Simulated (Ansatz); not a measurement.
## InP3 (R-3m)

Theory: DFT PBEsol, scalar-relativistic, plane waves, PAW in Ansatz.

Plane waves to 420 eV, a k mesh through Γ of 6×6×6 on the computed 8-atom cell and Gaussian smearing (0.10 eV); no spin polarisation.

The structure is relaxed at this level of theory with its symmetry kept. Whether it is the stable form of this composition wasn't checked.

```yaml
crystal:
  lattice:
    - [3.71499, 2.14485, 3.27938]
    - [-3.71499, 2.14485, 3.27938]
    - [0.00000, -4.28970, 3.27938]
  atoms:
    - { symbol: In, position: [0.27328, 0.27328, 0.27328] }
    - { symbol: In, position: [0.72672, 0.72672, 0.72672] }
    - { symbol: P, position: [0.79471, 0.24119, 0.79471] }
    - { symbol: P, position: [0.79471, 0.79471, 0.24119] }
    - { symbol: P, position: [0.24119, 0.79471, 0.79471] }
    - { symbol: P, position: [0.20529, 0.75881, 0.20529] }
    - { symbol: P, position: [0.75881, 0.20529, 0.20529] }
    - { symbol: P, position: [0.20529, 0.20529, 0.75881] }
```

**Question.** Formation energy from the elements' standard states (uncorrected)?

**Answer.** -0.105 eV/atom.

**Question.** Density of states at the Fermi level?

**Answer.** 0.76 states/eV per cell.

**Question.** Löwdin character within 0.5 eV of the Fermi level?

**Answer.** P 3p 72 %, In 5p 9 %, In 5s 8 %, P 3s 7 %.

**Question.** Bulk modulus?

**Answer.** 57 GPa.

**Question.** Its pressure derivative?

**Answer.** 4.9.

**Question.** Bader charges (e)?

**Answer.** In (2 in the cell) 0.85, P (6 in the cell) -0.28.